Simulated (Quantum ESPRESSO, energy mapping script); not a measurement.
# MnS (Browneite): J from the energies of magnetic orders

Aim: the exchange couplings of MnS (Browneite) from the energies of a few collinear orders, and the ordering temperature that they give.

Calculated with Quantum ESPRESSO 7.5; PBE with U = 4 eV on Mn d, ortho-atomic projectors; plane waves, U on orthogonalised atomic orbitals unless named otherwise, collinear spin, no spin–orbit coupling.

### Step 1. The structure

It takes space group F-43m (No. 216, cubic). The conventional cell has a = 5.600 Å, b = 5.600 Å, c = 5.600 Å, α = 90.00°, β = 90.00°, γ = 90.00°. Nearest to Mn lie 4 S at 2.42 Å. Nearest to S lie 4 Mn at 2.42 Å. Farther neighbours and most contacts between anions are not listed.

A Hubbard U penalises fractional filling of the shell. It raises the cost of virtual hops to the neighbours, so couplings that rest on such hops usually weaken. These runs use Quantum ESPRESSO.

### Step 2. Order 1: parallel, cell A of 4 atoms

Each cell gets its own parallel run on the same mesh, so that most of the mesh error cancels in the differences.

The potential files are GBRV's for PBE; pw.x takes the functional from them.

File pw.in:

```
&control
  calculation = 'scf'
  prefix = 'pw'
  outdir = './tmp/'
  pseudo_dir = './pseudo/'
  verbosity = 'low'
/
&system
  ibrav = 0
  nat = 4
  ntyp = 2
  ecutwfc = 45
  ecutrho = 360
  nbnd = 38
  occupations = 'smearing'
  smearing = 'fd'
  degauss = 0.00367493
  nspin = 2
  starting_magnetization(1) = 0.3000
/
&electrons
  conv_thr = 1.0e-08
  electron_maxstep = 120
  mixing_beta = 0.3
  mixing_mode = 'plain'
/
ATOMIC_SPECIES
  Mn 54.9380 Mn.upf
  S 32.0600 S.upf
CELL_PARAMETERS angstrom
  0.00000000 -2.80000000 -2.80000000
  0.00000000 2.80000000 -2.80000000
  5.60000000 0.00000000 0.00000000
ATOMIC_POSITIONS crystal
  Mn 0.50000000 0.50000000 0.50000000
  Mn 0.00000000 0.00000000 0.00000000
  S 0.00000000 0.50000000 0.75000000
  S 0.50000000 0.00000000 0.25000000
K_POINTS automatic
  5 5 4 0 0 0
HUBBARD {ortho-atomic}
U Mn-3d 4
```

The run is started by

```bash
> OMP_NUM_THREADS=1 mpirun -n 4 pw.x -nk 4 -in pw.in > pw.out
```

What it wrote:

```text
Program PWSCF v.7.5 starts
[...]
unit-cell volume          =     592.5578 (a.u.)^3
     number of atoms/cell      =            4
[...]
number of electrons       =        42.00
     number of Kohn-Sham states=           38
     kinetic-energy cutoff     =      45.0000  Ry
     charge density cutoff     =     360.0000  Ry
     scf convergence threshold =      1.0E-08
[...]
Exchange-correlation=  SLA  PW   PBX  PBC
[...]
Hubbard projectors: ortho-atomic
     Hubbard parameters of DFT+U (Dudarev formulation) in eV:
[...]
atomic species   magnetization
[...]
8 Sym. Ops. (no inversion) found
[...]
number of k points=    18  Fermi-Dirac smearing, width (Ry)=  0.0037
[...]
Number of occupied Hubbard levels =   10.0000
     Atomic wfc used for Hubbard projectors are orthogonalized
[...]
iteration #  1     ecut=    45.00 Ry     beta= 0.30
[...]
Number of occupied Hubbard levels =    9.9459
     total energy              =    -470.45642007 Ry
     estimated scf accuracy    <       1.03397065 Ry
     total magnetization       =    10.00 Bohr mag/cell
     absolute magnetization    =    10.00 Bohr mag/cell
     iteration #  2     ecut=    45.00 Ry     beta= 0.30
[...]
total energy              =    -470.63735584 Ry
     estimated scf accuracy    <       0.04784505 Ry
     total magnetization       =    10.00 Bohr mag/cell
     absolute magnetization    =    10.00 Bohr mag/cell
     iteration #  3     ecut=    45.00 Ry     beta= 0.30
[...]
total energy              =    -470.65336654 Ry
     estimated scf accuracy    <       0.01970124 Ry
     total magnetization       =    10.00 Bohr mag/cell
     absolute magnetization    =    10.00 Bohr mag/cell
     iteration #  4     ecut=    45.00 Ry     beta= 0.30
[...]
total energy              =    -470.65465271 Ry
     estimated scf accuracy    <       0.00254745 Ry
     total magnetization       =    10.00 Bohr mag/cell
     absolute magnetization    =    10.00 Bohr mag/cell
     iteration #  5     ecut=    45.00 Ry     beta= 0.30
[...]
total energy              =    -470.65507794 Ry
     estimated scf accuracy    <       0.00016473 Ry
     total magnetization       =    10.00 Bohr mag/cell
     absolute magnetization    =    10.00 Bohr mag/cell
     iteration #  6     ecut=    45.00 Ry     beta= 0.30
[...]
total energy              =    -470.65512314 Ry
     estimated scf accuracy    <       0.00003774 Ry
     total magnetization       =    10.00 Bohr mag/cell
     absolute magnetization    =    10.00 Bohr mag/cell
     iteration #  7     ecut=    45.00 Ry     beta= 0.30
[...]
total energy              =    -470.65513823 Ry
     estimated scf accuracy    <       0.00004555 Ry
     total magnetization       =    10.00 Bohr mag/cell
     absolute magnetization    =    10.00 Bohr mag/cell
     iteration #  8     ecut=    45.00 Ry     beta= 0.30
[...]
total energy              =    -470.65514817 Ry
     estimated scf accuracy    <       0.00000026 Ry
     total magnetization       =    10.00 Bohr mag/cell
     absolute magnetization    =    10.00 Bohr mag/cell
     iteration #  9     ecut=    45.00 Ry     beta= 0.30
[...]
total energy              =    -470.65514856 Ry
     estimated scf accuracy    <       0.00000008 Ry
     total magnetization       =    10.00 Bohr mag/cell
     absolute magnetization    =    10.00 Bohr mag/cell
     iteration # 10     ecut=    45.00 Ry     beta= 0.30
[...]
Magnetic moment per site  (integrated on atomic sphere of radius R)
     atom   1 (R=0.253)  charge= 12.9050  magn=  4.3634
     atom   2 (R=0.253)  charge= 12.9056  magn=  4.3637
     atom   3 (R=0.253)  charge=  4.2532  magn=  0.0494
     atom   4 (R=0.253)  charge=  4.2532  magn=  0.0494
     End of self-consistent calculation
     =================== HUBBARD OCCUPATIONS ===================
     ------------------------ ATOM    1 ------------------------
     Tr[ns(  1)] (up, down, total) =   4.95761  0.26095  5.21856
     Atomic magnetic moment for atom   1 =   4.69666
     SPIN  1
     eigenvalues:
       0.989  0.989  0.989  0.996  0.996
     eigenvectors (columns):
      -0.000 -0.000  0.000  0.500 -0.866
       0.000 -0.252  0.968 -0.000  0.000
       1.000  0.000 -0.000 -0.000 -0.000
      -0.000  0.000 -0.000 -0.866 -0.500
      -0.000  0.968  0.252  0.000  0.000
     occupation matrix ns (before diag.):
       0.996 -0.000  0.000  0.000  0.000
      -0.000  0.989 -0.000  0.000  0.000
       0.000 -0.000  0.989  0.000  0.000
       0.000  0.000  0.000  0.996 -0.000
[...]
SPIN  2
     eigenvalues:
[...]
eigenvectors (columns):
[...]
occupation matrix ns (before diag.):
[...]
------------------------ ATOM    2 ------------------------
     Tr[ns(  2)] (up, down, total) =   4.95761  0.26095  5.21856
     Atomic magnetic moment for atom   2 =   4.69666
     SPIN  1
     eigenvalues:
[...]
eigenvectors (columns):
[...]
occupation matrix ns (before diag.):
[...]
SPIN  2
     eigenvalues:
[...]
eigenvectors (columns):
[...]
occupation matrix ns (before diag.):
       0.022 -0.000 -0.000  0.000  0.000
      -0.000  0.072 -0.000  0.000  0.000
      -0.000 -0.000  0.072  0.000  0.000
       0.000  0.000  0.000  0.022 -0.000
       0.000  0.000  0.000 -0.000  0.072
     Number of occupied Hubbard levels =   10.4371
 ------ SPIN UP ------------
          k = 0.0000 0.0000 0.0000 (  2983 PWs)   bands (ev):
   -74.9949 -74.9948 -43.7252 -43.7232 -43.7232 -43.7219 -43.7218 -43.7218
    -6.2712  -5.4723   0.8030   1.0086   1.0086   1.0090   1.7479   1.7479
     1.9943   1.9945   2.1888   2.2625   3.3567   4.6491   4.6491   7.1680
     7.1680   7.1684   8.4441  10.0542  11.7157  13.2553  13.2553  13.2561
    16.6387  18.0282  18.0286  18.1645  18.1645  18.9170
          k = 0.1768 0.0000 0.0000 (  3015 PWs)   bands (ev):
   -74.9949 -74.9948 -43.7247 -43.7230 -43.7230 -43.7225 -43.7220 -43.7220
    -6.1599  -5.5941   0.8227   0.9558   1.0845   1.0845   1.5903   1.5903
     1.9474   1.9777   2.0224   2.1599   4.0442   5.0128   5.0128   6.3040
     6.7524   6.7524   9.5109  10.2659  11.8445  12.6968  13.7738  13.7738
    15.7406  16.3670  16.7715  16.7715  18.1266  18.7434
          k =-0.3536 0.0000-0.0000 (  2982 PWs)   bands (ev):
   -74.9949 -74.9949 -43.7236 -43.7236 -43.7225 -43.7225 -43.7225 -43.7225
    -5.8826  -5.8826   0.8665   0.8665   1.3009   1.3009   1.3009   1.3009
[...]
15.0596  15.0596  15.0596  15.0596  18.3996  18.3996
          k = 0.0000 0.1414-0.1414 (  2996 PWs)   bands (ev):
[...]
15.7880  16.3497  16.8021  17.1080  17.5142  19.1129
          k = 0.1768 0.1414-0.1414 (  3014 PWs)   bands (ev):
[...]
14.5740  15.5980  16.9434  17.3290  17.5216  18.5372
          k =-0.3536 0.1414-0.1414 (  3008 PWs)   bands (ev):
[...]
14.5248  14.5248  16.6856  16.6856  18.5407  18.5407
          k = 0.0000 0.2828-0.2828 (  3028 PWs)   bands (ev):
[...]
14.4402  14.9071  16.4062  17.5402  17.7644  18.9140
          k = 0.1768 0.2828-0.2828 (  3010 PWs)   bands (ev):
[...]
14.3456  14.8187  17.3956  18.1281  18.3028  18.5599
          k =-0.3536 0.2828-0.2828 (  3004 PWs)   bands (ev):
[...]
14.3694  14.3695  18.1724  18.1724  18.8280  18.8281
          k = 0.0000 0.0000-0.2828 (  3009 PWs)   bands (ev):
[...]
14.5502  14.9687  15.3630  18.2736  18.5498  20.1662
          k = 0.1768 0.0000-0.2828 (  3025 PWs)   bands (ev):
[...]
k =-0.3536 0.0000-0.2828 (  3034 PWs)   bands (ev):
[...]
k = 0.0000 0.1414-0.4243 (  3027 PWs)   bands (ev):
[...]
k = 0.1768 0.1414-0.4243 (  3028 PWs)   bands (ev):
[...]
k =-0.3536 0.1414-0.4243 (  3016 PWs)   bands (ev):
[...]
k = 0.0000 0.0000-0.5657 (  3048 PWs)   bands (ev):
[...]
k = 0.1768 0.0000-0.5657 (  3029 PWs)   bands (ev):
[...]
k =-0.3536 0.0000-0.5657 (  3028 PWs)   bands (ev):
[...]
------ SPIN DOWN ----------
          k = 0.0000 0.0000 0.0000 (  2983 PWs)   bands (ev):
[...]
k = 0.1768 0.0000 0.0000 (  3015 PWs)   bands (ev):
[...]
k =-0.3536 0.0000-0.0000 (  2982 PWs)   bands (ev):
[...]
k =-0.3536 0.1414-0.1414 (  3008 PWs)   bands (ev):
[...]
k =-0.3536 0.2828-0.2828 (  3004 PWs)   bands (ev):
[...]
k = 0.1768 0.0000-0.2828 (  3025 PWs)   bands (ev):
[...]
k =-0.3536 0.0000-0.2828 (  3034 PWs)   bands (ev):
[...]
k = 0.0000 0.1414-0.4243 (  3027 PWs)   bands (ev):
[...]
k = 0.1768 0.1414-0.4243 (  3028 PWs)   bands (ev):
[...]
15.8977  16.3065  18.0554  18.4019  19.6891  19.7124
          k =-0.3536 0.1414-0.4243 (  3016 PWs)   bands (ev):
[...]
15.7850  15.7850  18.6925  18.6926  19.5989  19.5990
          k = 0.0000 0.0000-0.5657 (  3048 PWs)   bands (ev):
[...]
17.3391  18.1201  18.1202  19.0720  19.5118  20.3269
          k = 0.1768 0.0000-0.5657 (  3029 PWs)   bands (ev):
[...]
10.7915  10.8467  12.9014  13.0054  13.9679  14.2064  15.5553  16.4164
    16.8853  17.3455  18.1891  18.3264  19.7321  20.3182
          k =-0.3536 0.0000-0.5657 (  3028 PWs)   bands (ev):
   -69.8689 -69.8689 -38.7116 -38.7116 -38.7105 -38.7105 -38.7093 -38.7093
    -5.1670  -5.1670   3.0797   3.0798   3.4109   3.4109   4.3041   4.3041
     8.8944   8.8944   9.6853   9.6853  10.2607  10.2607  10.6402  10.6402
    11.0306  11.0306  13.7560  13.7561  14.1556  14.1557  14.9333  14.9333
    16.4173  16.4173  18.6286  18.6287  19.6065  19.6065
     the Fermi energy is     7.8108 ev
!    total energy              =    -470.65514872 Ry
     estimated scf accuracy    <          3.5E-09 Ry
     smearing contrib. (-TS)   =      -0.00000001 Ry
     internal energy E=F+TS    =    -470.65514871 Ry
     The total energy is F=E-TS. E is the sum of the following terms:
     one-electron contribution =    -315.49792561 Ry
     hartree contribution      =     168.64816617 Ry
     xc contribution           =     -70.45195156 Ry
     ewald contribution        =    -253.43760863 Ry
     Hubbard energy            =       0.08417091 Ry
     total magnetization       =    10.00 Bohr mag/cell
     absolute magnetization    =    10.00 Bohr mag/cell
     convergence has been achieved in  10 iterations
=------------------------------------------------------------------------------=
   JOB DONE.
=------------------------------------------------------------------------------=
```

Run time: 21 s. Hardware: 4 MPI ranks of Arm Neoverse V1, shared host; peak memory 0.46 GiB; 85 s of CPU time.

Spin moment in the sphere by atom:

```csv
atom,spin moment in the sphere (μB)
Mn1,4.36
Mn2,4.36
S3,0.05
S4,0.05
```

The run ends ferromagnetic.

### Step 3. Compensated +− start in cell A (4 atoms)

This order reverses 8 of the 12 neighbours at 3.96 Å, 0 of the 6 neighbours at 5.60 Å and 16 of the 24 neighbours at 6.86 Å, counted for an average magnetic atom.

pw.in, as its differences from that of step 2:

```diff
@@ -10,6 +10,6 @@
   nat = 4
-  ntyp = 2
+  ntyp = 3
   ecutwfc = 45
   ecutrho = 360
-  nbnd = 38
+  nbnd = 33
   occupations = 'smearing'
@@ -19,2 +19,3 @@
   starting_magnetization(1) = 0.3000
+  starting_magnetization(2) = -0.3000
 /
@@ -27,3 +28,4 @@
 ATOMIC_SPECIES
-  Mn 54.9380 Mn.upf
+  Mn1 54.9380 Mn.upf
+  Mn2 54.9380 Mn.upf
   S 32.0600 S.upf
@@ -34,4 +36,4 @@
 ATOMIC_POSITIONS crystal
-  Mn 0.50000000 0.50000000 0.50000000
-  Mn 0.00000000 0.00000000 0.00000000
+  Mn1 0.50000000 0.50000000 0.50000000
+  Mn2 0.00000000 0.00000000 0.00000000
   S 0.00000000 0.50000000 0.75000000
@@ -41,2 +43,3 @@
 HUBBARD {ortho-atomic}
-U Mn-3d 4
+U Mn1-3d 4
+U Mn2-3d 4
```

What it wrote:

```text
[banner, memory and clock lines left out]
Program PWSCF v.7.5 starts
[...]
unit-cell volume          =     592.5578 (a.u.)^3
     number of atoms/cell      =            4
[...]
number of electrons       =        42.00
     number of Kohn-Sham states=           33
     kinetic-energy cutoff     =      45.0000  Ry
     charge density cutoff     =     360.0000  Ry
     scf convergence threshold =      1.0E-08
[...]
Exchange-correlation=  SLA  PW   PBX  PBC
[...]
Hubbard projectors: ortho-atomic
     Hubbard parameters of DFT+U (Dudarev formulation) in eV:
[...]
atomic species   magnetization
[...]
8 Sym. Ops. (no inversion) found
[...]
number of k points=    18  Fermi-Dirac smearing, width (Ry)=  0.0037
[...]
Number of occupied Hubbard levels =   10.0000
     Atomic wfc used for Hubbard projectors are orthogonalized
[...]
iteration #  1     ecut=    45.00 Ry     beta= 0.30
[...]
Number of occupied Hubbard levels =    9.9512
     total energy              =    -470.45413060 Ry
     estimated scf accuracy    <       1.07680018 Ry
     total magnetization       =     0.00 Bohr mag/cell
     absolute magnetization    =     9.50 Bohr mag/cell
     iteration #  2     ecut=    45.00 Ry     beta= 0.30
[...]
total energy              =    -470.64998492 Ry
     estimated scf accuracy    <       0.04652335 Ry
     total magnetization       =     0.00 Bohr mag/cell
     absolute magnetization    =     9.61 Bohr mag/cell
     iteration #  3     ecut=    45.00 Ry     beta= 0.30
[...]
total energy              =    -470.66747837 Ry
     estimated scf accuracy    <       0.02168743 Ry
     total magnetization       =     0.00 Bohr mag/cell
     absolute magnetization    =     9.60 Bohr mag/cell
[...]
total energy              =    -470.67044743 Ry
[...]
iteration # 11     ecut=    45.00 Ry     beta= 0.30
[...]
total energy              =    -470.67044738 Ry
     estimated scf accuracy    <       0.00000023 Ry
     total magnetization       =     0.00 Bohr mag/cell
     absolute magnetization    =     9.66 Bohr mag/cell
     iteration # 12     ecut=    45.00 Ry     beta= 0.30
[...]
Magnetic moment per site  (integrated on atomic sphere of radius R)
     atom   1 (R=0.253)  charge= 12.9106  magn=  4.2924
     atom   2 (R=0.253)  charge= 12.9112  magn= -4.2927
     atom   3 (R=0.253)  charge=  4.2452  magn= -0.0000
[...]
eigenvectors (columns):
[...]
occupation matrix ns (before diag.):
[...]
------------------------ ATOM    2 ------------------------
     Tr[ns(  2)] (up, down, total) =   0.30747  4.94715  5.25462
     Atomic magnetic moment for atom   2 =  -4.63968
     SPIN  1
     eigenvalues:
[...]
eigenvectors (columns):
[...]
occupation matrix ns (before diag.):
[...]
SPIN  2
     eigenvalues:
[...]
eigenvectors (columns):
[...]
occupation matrix ns (before diag.):
[...]
-0.000  0.000  0.000  0.995 -0.000
       0.000  0.000  0.000 -0.000  0.986
     Number of occupied Hubbard levels =   10.5092
 ------ SPIN UP ------------
          k = 0.0000 0.0000 0.0000 (  2983 PWs)   bands (ev):
   -74.9339 -69.8760 -43.6685 -43.6591 -43.6591 -38.7177 -38.7177 -38.7137
    -6.1916  -5.3370   1.2562   1.4008   1.4008   1.6015   2.1519   3.1349
     4.1797   4.1797   5.6864   6.0484   6.0484   8.8362   9.5284   9.7782
[...]
16.9287
          k = 0.1768 0.0000 0.0000 (  3015 PWs)   bands (ev):
[...]
16.1344
          k =-0.3536 0.0000-0.0000 (  2982 PWs)   bands (ev):
[...]
15.8347
          k = 0.0000 0.1414-0.1414 (  2996 PWs)   bands (ev):
[...]
k = 0.1768 0.1414-0.1414 (  3014 PWs)   bands (ev):
[...]
k =-0.3536 0.1414-0.1414 (  3008 PWs)   bands (ev):
[...]
k = 0.0000 0.2828-0.2828 (  3028 PWs)   bands (ev):
[...]
k =-0.3536 0.2828-0.2828 (  3004 PWs)   bands (ev):
[...]
------ SPIN DOWN ----------
          k = 0.0000 0.0000 0.0000 (  2983 PWs)   bands (ev):
[...]
k = 0.1768 0.0000 0.0000 (  3015 PWs)   bands (ev):
[...]
k =-0.3536 0.1414-0.4243 (  3016 PWs)   bands (ev):
[...]
k = 0.0000 0.0000-0.5657 (  3048 PWs)   bands (ev):
[...]
k = 0.1768 0.0000-0.5657 (  3029 PWs)   bands (ev):
[...]
16.4577
          k =-0.3536 0.0000-0.5657 (  3028 PWs)   bands (ev):
[...]
2.9817   3.7176   4.0594   4.6087   4.7781   9.4542   9.5337  10.1326
    10.2726  10.5499  12.8740  12.9585  13.0445  14.0110  14.1558  14.7572
    15.9079
     the Fermi energy is     7.2719 ev
!    total energy              =    -470.67044745 Ry
     estimated scf accuracy    <          2.1E-09 Ry
     smearing contrib. (-TS)   =      -0.00000000 Ry
     internal energy E=F+TS    =    -470.67044745 Ry
     The total energy is F=E-TS. E is the sum of the following terms:
     one-electron contribution =    -315.59006631 Ry
     hartree contribution      =     168.67551161 Ry
     xc contribution           =     -70.41736068 Ry
     ewald contribution        =    -253.43760863 Ry
     Hubbard energy            =       0.09907654 Ry
     total magnetization       =     0.00 Bohr mag/cell
     absolute magnetization    =     9.66 Bohr mag/cell
     convergence has been achieved in  12 iterations
```

Wall time 24 s (4 MPI ranks); peak memory 0.63 GiB; 97 s of CPU time.

Spin moment in the sphere by atom:

```csv
atom,spin moment in the sphere (μB)
Mn1,4.29
Mn2,-4.29
S3,0.00
S4,0.00
```

The run ends antiferromagnetic, 104.08 meV a magnetic atom below the parallel order of its cell.

### Step 4. Parallel start in cell B (4 atoms)

The parallel order again, as the reference for this cell.

This run holds the same structure in another cell (c 5.600 → 6.859 Å, α 90.0 → 73.2°, β 90.0 → 73.2°, γ 90.0 → 60.0°).

File pw.in:

```
&control
  calculation = 'scf'
  prefix = 'pw'
  outdir = './tmp/'
  pseudo_dir = './pseudo/'
  verbosity = 'low'
/
&system
  ibrav = 0
  nat = 4
  ntyp = 2
  ecutwfc = 45
  ecutrho = 360
  nbnd = 38
  occupations = 'smearing'
  smearing = 'fd'
  degauss = 0.00367493
  nspin = 2
  starting_magnetization(1) = 0.3000
/
&electrons
  conv_thr = 1.0e-08
  electron_maxstep = 120
  mixing_beta = 0.3
  mixing_mode = 'plain'
/
ATOMIC_SPECIES
  Mn 54.9380 Mn.upf
  S 32.0600 S.upf
CELL_PARAMETERS angstrom
  0.00000000 -2.80000000 -2.80000000
  -2.80000000 0.00000000 -2.80000000
  2.80000000 2.80000000 -5.60000000
ATOMIC_POSITIONS crystal
  Mn 0.50000000 0.50000000 0.50000000
  Mn 0.00000000 0.00000000 0.00000000
  S 0.12500000 0.12500000 0.62500000
  S 0.62500000 0.62500000 0.12500000
K_POINTS automatic
  6 6 6 0 0 0
HUBBARD {ortho-atomic}
U Mn-3d 4
```

What it wrote:

```text
[banner, memory and clock lines left out]
Program PWSCF v.7.5 starts
[...]
unit-cell volume          =     592.5578 (a.u.)^3
     number of atoms/cell      =            4
[...]
number of electrons       =        42.00
     number of Kohn-Sham states=           38
     kinetic-energy cutoff     =      45.0000  Ry
     charge density cutoff     =     360.0000  Ry
[...]
The total energy is F=E-TS. E is the sum of the following terms:
     one-electron contribution =    -315.49617270 Ry
     hartree contribution      =     168.64580383 Ry
     xc contribution           =     -70.45148581 Ry
     ewald contribution        =    -253.43760863 Ry
     Hubbard energy            =       0.08416909 Ry
     total magnetization       =    10.00 Bohr mag/cell
     absolute magnetization    =    10.00 Bohr mag/cell
     convergence has been achieved in  10 iterations
[key lines of the parts left out:]
!    total energy              =    -470.65529422 Ry
the Fermi energy is     7.7984 ev
```

Run time: 38 s. Hardware: 4 MPI ranks; peak memory 0.7 GiB.

The run ends ferromagnetic. For each magnetic atom its energy differs from the parallel run of the first cell by -0.99 meV, an error that one common reference would have brought in.

(Part 1 of 2 ends here.)

[Logs and program files are shortened in this print: banners, set-up blocks, solver, clock and traceback lines can be left out without a mark of their own.]

[Logs are printed without paths, hosts, clocks, repeated set-up lines and the standing remarks that a program may print on its own settings, such as how far it seeks lower states.]

[Hosts, paths, dates, database ids (printed as entryN), source tags and the programs' standing remarks are cut or masked in the printed files.]

[Where a cell is said to come from a database of computed structures, the database is the Materials Project.]
